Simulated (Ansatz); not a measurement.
# TiCo (P1) in Ansatz: convergence with wavefunction cutoff

Aim: find how far wavefunction cutoff must go before the results for TiCo settle, at LDA. This setting moves, with any that are tied to it; all else stays.

Everything below comes from runs of Ansatz 0.2.0. Logs are shortened: lines on timing, memory, paths and dates and some standing lists are left out, and cuts for length are marked.

### 1 The cell of the first run

The typed cell holds 2 atoms: a = 2.986 Å, b = 2.986 Å, c = 2.986 Å, α = 90.00°, β = 90.00°, γ = 90.00°.

The cell comes from a database or a generator and needn't be the stable form of this composition.

The cell isn't the ideal one: atoms moved at random, drawn with an rms of 0.05 Å.

### 2 With wavefunction cutoff 200 eV

Contents of input.yaml:

```yaml
crystal:
  lattice:
    - [2.98611099, 0.0, 0.0]
    - [0.0, 2.98611099, 0.0]
    - [0.0, 0.0, 2.98611099]
  atoms:
    - { symbol: Co, position: [0.505521, 0.502271, 0.496601], spin: 2.0 }
    - { symbol: Ti, position: [0.004793, -0.008548, -0.003604], spin: 1.0 }
hamiltonian:
  xc: lda
  pseudopotentials: { kind: paw }
magnetization:
  spin_polarized: true
kpoints:
  mp_grid: { grid: [7, 7, 7] }
scf:
  occupations: { method: gaussian, width: 0.05 }
output:
  forces: true
  stress: true
  eigenvalues: true
basis:
  ecutwfc: "200 eV"
```

Potentials or basis: Ansatz PAW.

The run is started by

```sh
> ansatz run input.yaml --threads 2 --pin off --max-ram 5632MiB --backend cpu --events-out ev --progress --plain --runs-dir out
```

Wall time 7.5 s (2 threads of Arm Neoverse V1, shared host); peak memory 0.37 GiB.

What came out:

```yaml
Free_energy: -7485.1956 eV
Pressure: -3.1 GPa
Largest_force: 0.412 eV/Å
Band_gap_on_the_k_mesh: none (metal or under the smearing width)
Net_moment: 0.80 μB per cell
Absolute_moment: 0.85 μB per cell
Site_moments: Co +0.62; Ti +0.18 μB
```

### 3 With wavefunction cutoff 250 eV

input.yaml: that of step 2 with these lines changed.

```diff
@@ -22,2 +22,2 @@
 basis:
-  ecutwfc: "200 eV"
+  ecutwfc: "250 eV"
```

Potentials or basis: Ansatz PAW.

The run is started by

```sh
> ansatz run input.yaml --threads 2 --pin off --max-ram 5632MiB --backend cpu --events-out ev --progress --plain --runs-dir out
```

Wall time 8.3 s (2 threads of Arm Neoverse V1, shared host); peak memory 0.4 GiB.

Results:

```
Free energy            : -7508.6904 eV
Pressure               : -7.8 GPa
Largest force          : 0.178 eV/Å
Band gap on the k mesh : none (metal or under the smearing width)
Net moment             : 0.57 μB per cell
Absolute moment        : 0.62 μB per cell
Site moments           : Co +0.57; Ti +0.01 μB
```

### 4 With wavefunction cutoff 300 eV

input.yaml: that of step 3 with these lines changed.

```diff
@@ -22,2 +22,2 @@
 basis:
-  ecutwfc: "250 eV"
+  ecutwfc: "300 eV"
```

The run is started by

```sh
> ansatz run input.yaml --threads 2 --pin off --max-ram 5632MiB --backend cpu --events-out ev --progress --plain --runs-dir out
```

It took 12 s on 2 threads of Arm Neoverse V1, shared host; peak memory 0.43 GiB.

What came out:

| Item | Value |
| --- | --- |
| Free energy | -7513.1086 eV |
| Pressure | -14.3 GPa |
| Largest force | 0.149 eV/Å |
| Band gap on the k mesh | none (metal or under the smearing width) |
| Net moment | 0.62 μB per cell |
| Absolute moment | 0.72 μB per cell |
| Site moments | Co +0.65; Ti -0.01 μB |

### 5 With wavefunction cutoff 350 eV

input.yaml: that of step 4 with these lines changed.

```diff
@@ -22,2 +22,2 @@
 basis:
-  ecutwfc: "300 eV"
+  ecutwfc: "350 eV"
```

The run is started by

```sh
> ansatz run input.yaml --threads 2 --pin off --max-ram 5632MiB --backend cpu --events-out ev --progress --plain --runs-dir out
```

It took 13 s on 2 threads of Arm Neoverse V1, shared host; peak memory 0.45 GiB.

Results:

| Item | Value |
| --- | --- |
| Free energy | -7513.7789 eV |
| Pressure | -14.3 GPa |
| Largest force | 0.118 eV/Å |
| Band gap on the k mesh | none (metal or under the smearing width) |
| Net moment | 0.67 μB per cell |
| Absolute moment | 0.78 μB per cell |
| Site moments | Co +0.71; Ti -0.01 μB |

### 6 With wavefunction cutoff 400 eV

input.yaml: that of step 5 with these lines changed.

```diff
@@ -22,2 +22,2 @@
 basis:
-  ecutwfc: "350 eV"
+  ecutwfc: "400 eV"
```

Potentials or basis: Ansatz PAW.

The run is started by

```sh
> ansatz run input.yaml --threads 2 --pin off --max-ram 5632MiB --backend cpu --events-out ev --progress --plain --runs-dir out
```

Run time: 14 s. Hardware: 2 threads of Arm Neoverse V1, shared host; peak memory 0.47 GiB.

It converged, with:

- Free energy: -7513.8571 eV
- Pressure: -14.1 GPa
- Largest force: 0.122 eV/Å
- Band gap on the k mesh: none (metal or under the smearing width)
- Net moment: 0.67 μB per cell
- Absolute moment: 0.78 μB per cell
- Site moments: Co +0.71; Ti -0.01 μB

### 7 With wavefunction cutoff 450 eV

input.yaml: that of step 6 with these lines changed.

```diff
@@ -22,2 +22,2 @@
 basis:
-  ecutwfc: "400 eV"
+  ecutwfc: "450 eV"
```

The run is started by

```sh
> ansatz run input.yaml --threads 2 --pin off --max-ram 5632MiB --backend cpu --events-out ev --progress --plain --runs-dir out
```

It took 18 s on 2 threads of Arm Neoverse V1, shared host; peak memory 0.5 GiB.

Results (log left out):

- Free energy: -7513.8618 eV
- Pressure: -14.2 GPa
- Largest force: 0.122 eV/Å
- Band gap on the k mesh: none (metal or under the smearing width)
- Net moment: 0.67 μB per cell
- Absolute moment: 0.78 μB per cell
- Site moments: Co +0.71; Ti -0.01 μB

### 8 With wavefunction cutoff 500 eV

input.yaml: that of step 7 with these lines changed.

```diff
@@ -22,2 +22,2 @@
 basis:
-  ecutwfc: "450 eV"
+  ecutwfc: "500 eV"
```

The run is started by

```sh
> ansatz run input.yaml --threads 2 --pin off --max-ram 5632MiB --backend cpu --events-out ev --progress --plain --runs-dir out
```

It took 19 s on 2 threads of Arm Neoverse V1, shared host; peak memory 0.52 GiB.

The run converged. Its results:

* Free energy: -7513.8625 eV
* Pressure: -14.2 GPa
* Largest force: 0.122 eV/Å
* Band gap on the k mesh: none (metal or under the smearing width)
* Net moment: 0.67 μB per cell
* Absolute moment: 0.78 μB per cell
* Site moments: Co +0.71; Ti -0.01 μB

### 9 With wavefunction cutoff 600 eV

input.yaml: that of step 8 with these lines changed.

```diff
@@ -22,2 +22,2 @@
 basis:
-  ecutwfc: "500 eV"
+  ecutwfc: "600 eV"
```

Potentials or basis: Ansatz PAW.

The run is started by

```sh
> ansatz run input.yaml --threads 2 --pin off --max-ram 5632MiB --backend cpu --events-out ev --progress --plain --runs-dir out
```

It took 22 s on 2 threads of Arm Neoverse V1, shared host; peak memory 0.58 GiB.

The run converged. Its results:

- Free energy: -7513.8635 eV
- Pressure: -14.2 GPa
- Largest force: 0.122 eV/Å
- Band gap on the k mesh: none (metal or under the smearing width)
- Net moment: 0.67 μB per cell
- Absolute moment: 0.78 μB per cell
- Site moments: Co +0.71; Ti -0.01 μB

### 10 With wavefunction cutoff 800 eV

input.yaml: that of step 9 with these lines changed.

```diff
@@ -22,2 +22,2 @@
 basis:
-  ecutwfc: "600 eV"
+  ecutwfc: "800 eV"
```

Potentials or basis: Ansatz PAW.

The run is started by

```sh
> ansatz run input.yaml --threads 2 --pin off --max-ram 5632MiB --backend cpu --events-out ev --progress --plain --runs-dir out
```

The log of the run:

```text
Warning: RAYON_NUM_THREADS=2 ignored (pool sized by the plan → 2); use --threads N
Engine: ansatz 0.2.0, aarch64-unknown-linux-gnu
Pseudopotentials: kind: paw
Pseudopotential: Co, paw, valence charge 17, recommended cutoff 420 eV (normal), Co.paw.azcp
Pseudopotential: Ti, paw, valence charge 12, recommended cutoff 420 eV (normal), Ti.paw.azcp
Functional definition: SPW92
  exchange = slater_x
  correlation = pw_c
Crystal: 2 atoms, lattice volume = 26.627 Å³
Basis set: ecut = 800 eV, 1357 PW (Γ)
Bands: 20, of which v1, the nominal top of the filled ones, is band 15 counted from 1 (14 counted from 0)
Symmetry: 1 space group operations
Space group: P1 (ITA 1), of the structure as read, at distance tolerance 3.0e-5 Å
Magnetic group: BNS 1.1 (UNI 1), of the structure as read, at distance tolerance 3.0e-5 Å
k-points: 172 of 343 (time reversal used)
Non-local potential: Co, projectors of the file, l = 0: 3, l = 1: 2, l = 2: 3, l = 3: 1
Non-local potential: Ti, projectors of the file, l = 0: 3, l = 1: 2, l = 2: 3, l = 3: 1
PAW form: soft (Blöchl's): semilocal exchange-correlation on the pseudo side does not see the compensation charge
PAW frozen core: Co, regenerated for the run's functional, and the local potential with it (the file was generated under x = pbe(κ = 0.804, μ = 0.2195149727645171), c = pbe(β = 0.06672455060314922))
PAW frozen core: Ti, regenerated for the run's functional, and the local potential with it (the file was generated under x = pbe(κ = 0.804, μ = 0.2195149727645171), c = pbe(β = 0.06672455060314922))
PAW one-centre angular grid: Co, 590 points (default); XC on 64 Gauss nodes
PAW one-centre angular grid: Ti, 590 points (default); XC on 64 Gauss nodes
Initial density: superposition of atomic densities (chi_scale 0.1, normalization cell)
Starting moments: Σ|m| = 3 μB on 2 of 2 sites
Initial wavefunctions: pseudopotential atomic-orbital guess
Functional: x = slater, c = lda
SCF iter   1: F=—  HF=-7514.242363 eV  |F-HF|=—  |Δ(HF+E_count)|=         —  Δρ=1.35e-1 (↑1.35e-1 ↓5.73e-2)  dr2=2.04e0  dr2_m=1.95e0  M=0.965 μB ∫|m|=1.116 μB  β_m=0.30  ethr=3.10e-3  ⟨swp⟩=3.9  Hψ=26000  notcnv=0
Mixer restart at iter 1: flushing history
preconditioner: auto → none  [insulator: Δε(μ)=0.077 eV  Ē_g=5.266 eV  σ=0.050 eV  W_gap=0.73  n_scr=6 (ndim 8)  ℏωp=25.9 eV  f_vac=0.000  D(μ)=0.62/eV (n_scr^D=0)  ε∞_Penn≈25.3]
SCF iter   2: F=—  HF=-7512.985760 eV  |F-HF|=—  |Δ(HF+E_count)|=    1.26e0  Δρ=7.58e-2 (↑5.91e-2 ↓7.58e-2)  dr2=5.27e-1  dr2_m=1.01e0  M=0.965 μB ∫|m|=1.045 μB  β_m=0.42  ethr=3.10e-3  ⟨swp⟩=2.5  Hψ=14771  notcnv=0  defer=295
SCF iter   3: F=—  HF=-7513.700506 eV  |F-HF|=—  |Δ(HF+E_count)|=   7.15e-1  Δρ=6.05e-2 (↑6.05e-2 ↓2.96e-2)  dr2=5.57e-1  dr2_m=3.56e-1  M=0.908 μB ∫|m|=1.071 μB  β_m=0.45  ethr=1.82e-3  ⟨swp⟩=3.2  Hψ=14245  notcnv=0  defer=295
SCF iter   4: F=—  HF=-7513.739739 eV  |F-HF|=—  |Δ(HF+E_count)|=   3.92e-2  Δρ=3.39e-2 (↑1.07e-2 ↓3.39e-2)  dr2=1.99e-1  dr2_m=1.02e-1  M=0.866 μB ∫|m|=0.943 μB  β_m=0.49  ethr=1.82e-3  ⟨swp⟩=2.7  Hψ=12915  notcnv=0  defer=269
SCF iter   5: F=—  HF=-7513.860461 eV  |F-HF|=—  |Δ(HF+E_count)|=   1.21e-1  Δρ=1.80e-2 (↑5.34e-3 ↓1.80e-2)  dr2=3.49e-2  dr2_m=3.18e-2  M=0.725 μB ∫|m|=0.863 μB  β_m=0.74  ethr=6.87e-4  ⟨swp⟩=2.0  Hψ=10409  notcnv=0  defer=269
SCF iter   6: F=—  HF=-7513.845979 eV  |F-HF|=—  |Δ(HF+E_count)|=   1.45e-2  Δρ=1.62e-2 (↑5.07e-3 ↓1.62e-2)  dr2=5.15e-2  dr2_m=1.67e-2  M=0.632 μB ∫|m|=0.740 μB  β_m=0.71  ethr=1.20e-4  ⟨swp⟩=2.0  Hψ=15585  notcnv=0  defer=273
SCF iter   7: F=—  HF=-7513.861513 eV  |F-HF|=—  |Δ(HF+E_count)|=   1.55e-2  Δρ=6.00e-3 (↑2.57e-3 ↓6.00e-3)  dr2=1.01e-2  dr2_m=1.59e-3  M=0.651 μB ∫|m|=0.757 μB  β_m=0.86  ethr=1.20e-4  ⟨swp⟩=2.0  Hψ=10551  notcnv=0  defer=261
SCF iter   8: F=—  HF=-7513.864806 eV  |F-HF|=—  |Δ(HF+E_count)|=   3.29e-3  Δρ=1.78e-3 (↑4.57e-4 ↓1.78e-3)  dr2=7.47e-4  dr2_m=1.65e-4  M=0.663 μB ∫|m|=0.767 μB  β_m=0.71  ethr=3.47e-5  ⟨swp⟩=2.0  Hψ=10339  notcnv=0  defer=261
SCF iter   9: F=—  HF=-7513.864995 eV  |F-HF|=—  |Δ(HF+E_count)|=   1.89e-4  Δρ=4.78e-4 (↑2.13e-4 ↓4.78e-4)  dr2=2.21e-5  dr2_m=2.85e-5  M=0.666 μB ∫|m|=0.771 μB  β_m=0.77  ethr=2.58e-6  ⟨swp⟩=2.0  Hψ=9648  notcnv=0  defer=261
SCF iter  10: F=—  HF=-7513.865003 eV  |F-HF|=—  |Δ(HF+E_count)|=   8.67e-6  Δρ=5.35e-5 (↑5.35e-5 ↓2.78e-5)  dr2=1.46e-7  dr2_m=3.69e-7  M=0.668 μB ∫|m|=0.774 μB  β_m=0.88  ethr=7.63e-8  ⟨swp⟩=2.0  Hψ=11293  notcnv=0  defer=261
SCF iter  11: F=—  HF=-7513.865003 eV  |F-HF|=—  |Δ(HF+E_count)|=   4.02e-8  Δρ=1.48e-5 (↑5.85e-6 ↓1.48e-5)  dr2=4.87e-8  dr2_m=1.09e-8  M=0.668 μB ∫|m|=0.775 μB  β_m=0.92  ethr=5.04e-10  ⟨swp⟩=2.0  Hψ=11830  notcnv=0  defer=261
SCF iter  12: F=—  HF=-7513.865003 eV  |F-HF|=—  |Δ(HF+E_count)|=   1.05e-8  Δρ=3.76e-6 (↑9.22e-7 ↓3.76e-6)  dr2=5.06e-9  dr2_m=9.22e-10  M=0.668 μB ∫|m|=0.775 μB  β_m=0.77  ethr=1.68e-10  ⟨swp⟩=2.0  Hψ=8844  notcnv=0  defer=261
SCF iter  13: F=-7513.865003 eV  HF=-7513.865003 eV  |F-HF|=1.30e-9  |Δ(HF+E_count)|=  8.59e-10  Δρ=1.57e-6 (↑1.46e-6 ↓1.57e-6)  dr2=1.41e-9  dr2_m=5.19e-12  M=0.668 μB ∫|m|=0.775 μB  ethr=1.75e-11  ⟨swp⟩=5.9  Hψ=24126  notcnv=0
SCF 1 converged in 13 iterations: F = -7513.865003 eV  dr2 = 1.41e-9
SCF converged after 13 iterations
Magnetization: 0.6684 μB (14.8342 up, 14.1658 down)
Absolute magnetization: 0.7812 μB (∫|ρ↑−ρ↓|, with the PAW one-centre terms)
Spin contamination: 0.0326 ħ² per cell (⟨S²⟩ above its minimum at these occupations)
Per-site moments (μB) at R_I (Å): [(0.7098671716307096, 1.0584385104782164), (-0.01343720811674098, 1.0584385104782164)]
Free energy (F): -7513.865003 eV
Harris-Foulkes:  -7513.865003 eV  (|F-HF|=1.30e-9)
Internal energy: -7513.862686 eV  (E = F + TS)
E sigma→0 (E₀):  -7513.863844 eV
Entropy (-TS):   -0.002318 eV (-1.159 meV/atom)
Fermi energy:    16.252681 eV
--- Per-component energies (eV) ---
  E_band       = -407.619574
  E_kinetic    = 729.476886
  E_local      = -3894.040179  (includes V_loc(G=0)·N_el)
  E_nonlocal   = 468.869540
  E_hartree    = 1638.316134
  E_xc         = -255.231923
  E_vxc        = -327.501351  (∫ρ·V_xc dr)
  E_paw        = -2451.190172  (= ΣΔE_a)
  E_vpaw       = -661.053693  (= ΣTr[D̂ρ^β])
  E_aug_tail   = 0.000010  (compensation charges beyond the density's cutoff)
  E_ewald      = -3750.807182
  E_core_change = 0.744201  (= ΣΔE_core)
  E_smearing   = -0.002318  (= −TS)
  E_closure    = -0.000000  (closes the sum)
  Σ components = -7513.865003   (vs F -7513.865003, Δ=0.00e0)
--- Forces (eV/Å), atoms counted from 1 ---
  atom   1  Co    -0.00821669    -0.12211480    -0.00231392
  atom   2  Ti     0.00821666     0.12211338     0.00231387
  max |Σ_I F_I| component: 1.42e-6 eV/Å
--- Stress (GPa, compression-positive) ---
      -14.178692       0.002243       0.000042
        0.002243     -14.181549       0.000632
        0.000042       0.000632     -14.178690
  P = ⅓ Tr σ = -14.1796 GPa (-141.796 kbar)
--- Band table (eV; the first three rows and the last of 344) ---
  k-point 0 ↑: bands = ["-78.3899", "-42.0673", "-42.0672", "-42.0671", "-40.2810", "-16.6894", "-16.6892", "-16.6892", "8.5957", "12.2451", "12.2491", "14.5296", "14.5329", "14.5329", "16.8335", "16.8415", "18.9520", "18.9520", "18.9556", "25.1324"]
  k-point 1 ↑: bands = ["-78.3896", "-42.0739", "-42.0669", "-42.0667", "-40.2723", "-16.7487", "-16.6852", "-16.6850", "8.9962", "12.4135", "12.4202", "14.5028", "14.5062", "14.5986", "16.6482", "16.9027", "18.4581", "18.4584", "18.8709", "23.5141"]
  k-point 2 ↑: bands = ["-78.3889", "-42.0888", "-42.0659", "-42.0658", "-40.2528", "-16.8805", "-16.6758", "-16.6756", "10.1068", "12.7645", "12.8592", "14.4561", "14.4579", "14.7557", "16.1521", "16.8212", "17.5740", "17.5787", "18.6780", "21.1813"]
  k-point 171 ↓: bands = ["-77.5909", "-41.3291", "-41.2953", "-41.2945", "-40.2303", "-16.9756", "-16.7255", "-16.7248", "12.0698", "13.1997", "13.9811", "14.4241", "14.7247", "14.8860", "16.5257", "16.5967", "16.9960", "18.2469", "18.6437", "20.4508"]
```

Run time: 38 s. Hardware: 2 threads of Arm Neoverse V1, shared host; peak memory 0.7 GiB.

Results:

| Property | Result |
| --- | --- |
| Free energy | -7513.8650 eV |
| Pressure | -14.2 GPa |
| Largest force | 0.122 eV/Å |
| Band gap on the k mesh | none (metal or under the smearing width) |
| Net moment | 0.67 μB per cell |
| Absolute moment | 0.78 μB per cell |
| Site moments | Co +0.71; Ti -0.01 μB |

### 11 The series at a glance

```tsv
wavefunction cutoff	energy less the tightest run, at zero smearing (meV/atom)	pressure (GPa)	largest force (eV/Å)	absolute moment (μB)	SCF cycles	CPU time (s)	peak memory (GiB)
200 eV	14335.49	-3.07	0.412	0.85	12	14	0.37
250 eV	2587.38	-7.82	0.178	0.62	12	16	0.4
300 eV	378.05	-14.31	0.149	0.72	14	23	0.43
350 eV	43.02	-14.28	0.118	0.78	13	26	0.45
400 eV	3.93	-14.15	0.122	0.78	13	27	0.47
450 eV	1.60	-14.16	0.122	0.78	13	34	0.5
500 eV	1.24	-14.16	0.122	0.78	13	36	0.52
600 eV	0.75	-14.17	0.122	0.78	13	42	0.58
800 eV	0.00	-14.18	0.122	0.78	13	75	0.7
```

Against the tightest run, the energy stays within 1 meV/atom from 600 eV on; the pressure stays within 0.1 GPa from 350 eV on; the largest force stays within 0.005 eV/Å from 350 eV on; the absolute moment stays within 0.02 μB from 350 eV on. The tightest run that finished is the yardstick and may itself not be fully converged.

Caveats: the PAW data sets come from PBE, with cores solved anew for the run's functional, which leaves a small shift of forces and pressure.
